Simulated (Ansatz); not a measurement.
Si: a prediction, then the measurements

These are results of Ansatz, DFT PBE, scalar-relativistic, plane waves, PAW, not measurements.

Plane waves to 420 eV, a k mesh through Γ of 12×12×12 on the computed 2-atom cell and Gaussian smearing (0.02 eV); no spin polarisation.

Relaxed structure:

```
Si
1.0
     0.00000    2.73469    2.73469
     2.73469    0.00000    2.73469
     2.73469    2.73469    0.00000
Si
2
Cartesian
  0.0000 0.0000 0.0000
  1.3673 1.3673 1.3673
```

| Quantity | Value |
| --- | --- |
| Space group | Fd-3m (No. 227) |
| Volume per atom | 20.45 Å³ |
| Energy over the standard state (uncorrected) | -0.001 eV/atom |
| Kohn–Sham band gap | 0.61 eV |
| Orbital (Löwdin) character of the top 1 eV of the valence band | Si 3p 96 % |
| Orbital (Löwdin) character of the lowest 1 eV of the conduction band | Si 3p 58 %, Si 3s 27 %, unprojected 15 % |
| Bader charge by site (e) | Si (2 in the cell) 0.00 |

**Against measurements.**

Against the measured lattice constant a of Si, 5.43 Å (300 K; a printed reference work (textbook)), the calculated 5.469 Å is off by +0.7 %. The calculation is for 0 K without zero-point motion. Measured band gap of Si: 1.17 eV (indirect; 77 K; a printed reference work (textbook)). This calculation gives 0.61 eV (-0.56 eV). Kohn–Sham gaps of semilocal functionals fall short of measured ones as a rule.

The cell was reached from a generator's guess, though it ends in a space group that the Crystallography Open Database lists for this formula. Löwdin shares on free-atom orbitals overweight diffuse shells in the empty bands.
